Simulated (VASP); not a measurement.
# ZnS (Wurtzite-4H) (P6_3mc) in VASP: settings compared, part 2 of 2

VASP 6.6.1.

### Step 3. Band structure, BLYP

POSCAR reads:

```
ZnS
1.0
    3.8227000000      0.0000000000      0.0000000000
   -1.9113500000      3.3105553110      0.0000000000
    0.0000000000      0.0000000000     12.5200000000
Zn S
4 4
Direct
    0.6666666667      0.3333333333      0.7500000000
    0.3333333333      0.6666666667      0.2500000000
    0.0000000000      0.0000000000      0.5000000000
    0.0000000000      0.0000000000      0.0000000000
    0.6666666667      0.3333333333      0.9375000000
    0.3333333333      0.6666666667      0.4375000000
    0.0000000000      0.0000000000      0.6875000000
    0.0000000000      0.0000000000      0.1875000000
```

INCAR.step1 reads:

```
SYSTEM = ZnS
AGGAC    = 1.0          
AGGAX    = 1.0          
ALDAC    = 0.0          
ALDAX    = 1.0          
ALGO     = Normal         ! electronic algorithm
EDIFF    = 1E-7           ! SCF threshold, eV
ENCUT    = 520            ! plane-wave cutoff, eV
GGA      = B5             ! functional
ISIF     = 2              ! what is computed and relaxed
ISMEAR   = -1             ! smearing method
LASPH    = .TRUE.         ! aspherical terms in the spheres
LCHARG   = .TRUE.         ! write CHGCAR
LREAL    = .FALSE.        ! projectors in reciprocal space
LWAVE    = .FALSE.        ! write WAVECAR
NELM     = 80             ! most SCF steps
PREC     = Accurate       ! precision mode
SIGMA    = 0.05           ! smearing width, eV
```

KPOINTS.step1 reads:

```
k-points
0
G
  8 8 3
  0 0 0
```

INCAR.step2 reads:

```
SYSTEM = ZnS
AGGAC    = 1.0          
AGGAX    = 1.0          
ALDAC    = 0.0          
ALDAX    = 1.0          
ALGO     = Normal         ! electronic algorithm
EDIFF    = 1E-7           ! SCF threshold, eV
ENCUT    = 520            ! plane-wave cutoff, eV
GGA      = B5             ! functional
ICHARG   = 11             ! starting density
ISIF     = 2              ! what is computed and relaxed
ISMEAR   = 0              ! smearing method
LASPH    = .TRUE.         ! aspherical terms in the spheres
LCHARG   = .FALSE.        ! write CHGCAR
LREAL    = .FALSE.        ! projectors in reciprocal space
LWAVE    = .FALSE.        ! write WAVECAR
NELM     = 80             ! most SCF steps
PREC     = Accurate       ! precision mode
SIGMA    = 0.05           ! smearing width, eV
```

KPOINTS.step2 reads:

```
path GMKGALHA,LM,KH
15
line-mode
reciprocal
 0.0000000000  0.0000000000  0.0000000000  G
 0.5000000000  0.0000000000  0.0000000000  M

 0.5000000000  0.0000000000  0.0000000000  M
 0.3333333333  0.3333333333  0.0000000000  K

 0.3333333333  0.3333333333  0.0000000000  K
 0.0000000000  0.0000000000  0.0000000000  G

 0.0000000000  0.0000000000  0.0000000000  G
 0.0000000000  0.0000000000  0.5000000000  A

 0.0000000000  0.0000000000  0.5000000000  A
 0.5000000000  0.0000000000  0.5000000000  L

 0.5000000000  0.0000000000  0.5000000000  L
 0.3333333333  0.3333333333  0.5000000000  H

 0.3333333333  0.3333333333  0.5000000000  H
 0.0000000000  0.0000000000  0.5000000000  A

 0.5000000000  0.0000000000  0.5000000000  L
 0.5000000000  0.0000000000  0.0000000000  M

 0.3333333333  0.3333333333  0.0000000000  K
 0.3333333333  0.3333333333  0.5000000000  H
```

Potentials or basis: VASP PAW PBE potentials, release 64 (Zn, S).

Run with:

```
cat potpaw_PBE.64/Zn/POTCAR potpaw_PBE.64/S/POTCAR > POTCAR
cp INCAR.step1 INCAR
cp KPOINTS.step1 KPOINTS
mpirun -np 1 vasp_std > vasp.out
cp INCAR.step2 INCAR
cp KPOINTS.step2 KPOINTS
mpirun -np 1 vasp_std > vasp.out
```

Run time: 7.6 min. Hardware: 1 thread of AMD EPYC 9R14 (Zen 4), shared host; peak memory 0.7 GiB.

It converged, with:

```
Band gap on the k mesh  : 2.14 eV, direct
Band gap along the path : 2.14 eV, direct
```

Levels at the corners of the path, in eV from the valence-band top:
```
point  band 33  band 34  band 35  band 36  band 37  band 38  band 39  band 40
    Γ    -0.45    -0.04     0.00     0.00     2.14     3.21     3.40     3.63
    M    -1.56    -1.55    -1.08    -0.86     3.37     3.46     3.84     4.43
    M    -1.56    -1.55    -1.08    -0.86     3.37     3.46     3.84     4.43
    K    -2.24    -1.72    -1.72    -1.30     4.54     4.98     4.98     5.37
    K    -2.24    -1.72    -1.72    -1.30     4.54     4.98     4.98     5.37
    Γ    -0.45    -0.04     0.00     0.00     2.14     3.21     3.40     3.63
    Γ    -0.45    -0.04     0.00     0.00     2.14     3.21     3.40     3.63
    A    -0.14    -0.14    -0.14    -0.14     2.99     2.99     3.33     3.33
    A    -0.14    -0.14    -0.14    -0.14     2.99     2.99     3.33     3.33
    L    -1.47    -1.47    -1.08    -1.08     3.75     3.75     4.09     4.09
    L    -1.47    -1.47    -1.08    -1.08     3.75     3.75     4.09     4.09
    H    -1.76    -1.76    -1.58    -1.58     4.49     4.49     5.20     5.20
    H    -1.76    -1.76    -1.58    -1.58     4.49     4.49     5.20     5.20
    A    -0.14    -0.14    -0.14    -0.14     2.99     2.99     3.33     3.33
    L    -1.47    -1.47    -1.08    -1.08     3.75     3.75     4.09     4.09
    M    -1.56    -1.55    -1.08    -0.86     3.37     3.46     3.84     4.43
    K    -2.24    -1.72    -1.72    -1.30     4.54     4.98     4.98     5.37
    H    -1.76    -1.76    -1.58    -1.58     4.49     4.49     5.20     5.20
```

Caveat: the log is that of the step along the path at fixed density, whose energy, stress, charges and moments have no meaning; the PAW data sets were made with another functional, which shifts forces and pressure a little.

### Step 4. Band structure, PW91

INCAR reads:

```
SYSTEM = ZnS
PREC     = Accurate       ! precision mode
ENCUT    = 520            ! plane-wave cutoff, eV
EDIFF    = 1E-6           ! SCF threshold, eV
ISMEAR   = -1             ! smearing method
SIGMA    = 0.05           ! smearing width, eV
LREAL    = .False.        ! projectors in reciprocal space
LASPH    = .True.         ! aspherical terms in the spheres
NELM     = 100            ! most SCF steps
ALGO     = Normal         ! electronic algorithm
ISIF     = 2              ! what is computed and relaxed
LWAVE    = .False.        ! write WAVECAR
LCHARG   = .False.        ! write CHGCAR
GGA      = 91             ! functional
```

KPOINTS reads:

```
regular mesh
0
Gamma
  8 8 3
  0 0 0
```

POSCAR is that of step 3.

KPOINTS_OPT reads:

```
path GMKGALHA,LM,KH
10
line-mode
reciprocal
 0.0000000000  0.0000000000  0.0000000000  G
 0.5000000000  0.0000000000  0.0000000000  M

 0.5000000000  0.0000000000  0.0000000000  M
 0.3333333333  0.3333333333  0.0000000000  K

 0.3333333333  0.3333333333  0.0000000000  K
 0.0000000000  0.0000000000  0.0000000000  G

 0.0000000000  0.0000000000  0.0000000000  G
 0.0000000000  0.0000000000  0.5000000000  A

 0.0000000000  0.0000000000  0.5000000000  A
 0.5000000000  0.0000000000  0.5000000000  L

 0.5000000000  0.0000000000  0.5000000000  L
 0.3333333333  0.3333333333  0.5000000000  H

 0.3333333333  0.3333333333  0.5000000000  H
 0.0000000000  0.0000000000  0.5000000000  A

 0.5000000000  0.0000000000  0.5000000000  L
 0.5000000000  0.0000000000  0.0000000000  M

 0.3333333333  0.3333333333  0.0000000000  K
 0.3333333333  0.3333333333  0.5000000000  H
```

Run with:

```
cat potpaw_PBE.64/Zn/POTCAR potpaw_PBE.64/S/POTCAR > POTCAR
mpirun -np 1 vasp_std > vasp.out
```

It took 5 min on 1 thread of AMD EPYC 9R14 (Zen 4), shared host; peak memory 0.31 GiB.

The run converged. Its results:

```yaml
Free_energy: -27.5552 eV
Pressure: 1.4 GPa
Largest_force: 0.044 eV/Å
Band_gap_on_the_k_mesh: 2.12 eV, direct
Band_gap_along_the_path: 2.12 eV, direct
```

Forces in eV/Å, atoms in the order of the input:
```
Zn   0.000  0.000  0.008
Zn   0.000  0.000  0.008
Zn   0.000  0.000  0.024
Zn   0.000  0.000  0.024
S    0.000  0.000  0.013
S    0.000  0.000  0.013
S    0.000  0.000 -0.044
S    0.000  0.000 -0.044
```

Stress tensor (GPa, compression positive):
```
1.42 0.00 0.00
0.00 1.42 0.00
0.00 0.00 1.29
```

Levels at the corners of the path, in eV from the valence-band top:
| point | band 34 | band 35 | band 36 | band 37 | band 38 | band 39 |
| --- | --- | --- | --- | --- | --- | --- |
| Γ | -0.04 | 0.00 | 0.00 | 2.12 | 3.19 | 3.38 |
| M | -1.56 | -1.10 | -0.87 | 3.31 | 3.36 | 3.77 |
| M | -1.56 | -1.10 | -0.87 | 3.31 | 3.36 | 3.77 |
| K | -1.74 | -1.74 | -1.32 | 4.50 | 4.92 | 4.92 |
| K | -1.74 | -1.74 | -1.32 | 4.50 | 4.92 | 4.92 |
| Γ | -0.04 | 0.00 | 0.00 | 2.12 | 3.19 | 3.38 |
| Γ | -0.04 | 0.00 | 0.00 | 2.12 | 3.19 | 3.38 |
| A | -0.14 | -0.14 | -0.14 | 2.97 | 2.97 | 3.31 |
| A | -0.14 | -0.14 | -0.14 | 2.97 | 2.97 | 3.31 |
| L | -1.49 | -1.09 | -1.09 | 3.69 | 3.69 | 4.02 |
| L | -1.49 | -1.09 | -1.09 | 3.69 | 3.69 | 4.02 |
| H | -1.79 | -1.60 | -1.60 | 4.38 | 4.38 | 5.19 |
| H | -1.79 | -1.60 | -1.60 | 4.38 | 4.38 | 5.19 |
| A | -0.14 | -0.14 | -0.14 | 2.97 | 2.97 | 3.31 |
| L | -1.49 | -1.09 | -1.09 | 3.69 | 3.69 | 4.02 |
| M | -1.56 | -1.10 | -0.87 | 3.31 | 3.36 | 3.77 |
| K | -1.74 | -1.74 | -1.32 | 4.50 | 4.92 | 4.92 |
| H | -1.79 | -1.60 | -1.60 | 4.38 | 4.38 | 5.19 |

Caveat: the PAW data sets were made with another functional, which shifts forces and pressure a little.

### Step 5. Band structure, AM05

INCAR reads:

```
PREC = Accurate
ENCUT = 520
EDIFF = 1E-7
ISMEAR = -1
SIGMA = 0.05
LREAL = F
LASPH = T
NELM = 60
ALGO = Normal
ISIF = 2
LWAVE = F
LCHARG = F
GGA = AM
```

KPOINTS reads:

```
Automatic mesh
0
Gamma
  8 8 3
```

POSCAR is that of step 4.

KPOINTS_OPT is that of step 4.

Run with:

```
cat potpaw_PBE.64/Zn/POTCAR potpaw_PBE.64/S/POTCAR > POTCAR
mpirun -np 1 vasp_std > vasp.out
```

Run time: 5.5 min. Hardware: 1 thread of AMD EPYC 9R14 (Zen 4), shared host; peak memory 0.31 GiB.

The run converged. Its results:

- Free energy: -28.5418 eV
- Pressure: -1.5 GPa
- Largest force: 0.038 eV/Å
- Band gap on the k mesh: 2.12 eV, direct
- Band gap along the path: 2.12 eV, direct

Forces in eV/Å, atoms in the order of the input:
```
Zn   0.000  0.000  0.006
Zn   0.000  0.000  0.006
Zn   0.000  0.000  0.017
Zn   0.000  0.000  0.017
S    0.000  0.000  0.015
S    0.000  0.000  0.015
S    0.000  0.000 -0.038
S    0.000  0.000 -0.038
```

Stress tensor (GPa, compression positive):
```
-1.41  0.00  0.00
 0.00 -1.41  0.00
 0.00  0.00 -1.57
```

Levels at the corners of the path, in eV from the valence-band top:
```tsv
point	band 33	band 34	band 35	band 36	band 37	band 38	band 39	band 40
Γ	-0.46	-0.04	0.00	0.00	2.12	3.15	3.35	3.60
M	-1.60	-1.58	-1.11	-0.88	3.28	3.34	3.73	4.32
M	-1.60	-1.58	-1.11	-0.88	3.28	3.34	3.73	4.32
K	-2.30	-1.76	-1.76	-1.33	4.46	4.89	4.89	5.23
K	-2.30	-1.76	-1.76	-1.33	4.46	4.89	4.89	5.23
Γ	-0.46	-0.04	0.00	0.00	2.12	3.15	3.35	3.60
Γ	-0.46	-0.04	0.00	0.00	2.12	3.15	3.35	3.60
A	-0.14	-0.14	-0.14	-0.14	2.97	2.97	3.28	3.28
A	-0.14	-0.14	-0.14	-0.14	2.97	2.97	3.28	3.28
L	-1.51	-1.51	-1.11	-1.11	3.66	3.66	3.99	3.99
L	-1.51	-1.51	-1.11	-1.11	3.66	3.66	3.99	3.99
H	-1.81	-1.81	-1.61	-1.61	4.35	4.35	5.16	5.16
H	-1.81	-1.81	-1.61	-1.61	4.35	4.35	5.16	5.16
A	-0.14	-0.14	-0.14	-0.14	2.97	2.97	3.28	3.28
L	-1.51	-1.51	-1.11	-1.11	3.66	3.66	3.99	3.99
M	-1.60	-1.58	-1.11	-0.88	3.28	3.34	3.73	4.32
K	-2.30	-1.76	-1.76	-1.33	4.46	4.89	4.89	5.23
H	-1.81	-1.81	-1.61	-1.61	4.35	4.35	5.16	5.16
```

Caveat: the PAW data sets were made with another functional, which shifts forces and pressure a little.

### Step 6. The runs side by side

| level | further INCAR settings | gap on the mesh (eV) | pressure (GPa) | largest force (eV/Å) |
| --- | --- | --- | --- | --- |
| revPBE | ALGO = Fast; EDIFF = 1e-07 | 2.26 | - | - |
| BLYP | ALGO = Normal; EDIFF = 1e-07 | 2.14 | - | - |
| PW91 | ALGO = Normal; EDIFF = 1e-06 | 2.12 | 1.4 | 0.04 |
| AM05 | ALGO = Normal; EDIFF = 1e-07 | 2.12 | -1.5 | 0.04 |

Alike in all rows: task band structure; potentials or basis VASP PAW PBE potentials, release 64 (Zn, S); no spin polarisation; cell as given; k mesh 8 × 8 × 3; cutoff (eV) 520; smearing fermi-dirac 0.05 eV.

On the cell as given the gap runs from 2.12 eV (AM05) to 2.26 eV (revPBE).

Caveats: the PAW data sets were made with another functional, which shifts forces and pressure a little.

Total energies depend on the potentials used, so only differences within one code and one set of settings carry meaning.

### Step 7. How close it comes

Step 2. Against the measured gap of ZnS, 3.911 eV (direct; 4 K; a printed reference work, monograph), the calculated 2.26 eV is off by -1.66 eV. The value is that of revPBE, without temperature or zero-point motion. Semilocal functionals fall short of measured gaps as a rule.

Step 3. A measured gap of ZnS is 3.911 eV (direct; 4 K; a printed reference work, monograph); the calculated 2.14 eV misses it by -1.77 eV. The value is that of BLYP, without temperature or zero-point motion. Semilocal functionals fall short of measured gaps as a rule.

Step 4. Against the measured gap of ZnS, 3.911 eV (direct; 4 K; a printed reference work, monograph), the calculated 2.12 eV is off by -1.79 eV. The value is that of PW91, without temperature or zero-point motion. Semilocal functionals fall short of measured gaps as a rule.

Step 5. A measured gap of ZnS is 3.911 eV (direct; 4 K; a printed reference work, monograph); the calculated 2.12 eV misses it by -1.79 eV. The value is that of AM05, without temperature or zero-point motion. Semilocal functionals fall short of measured gaps as a rule.
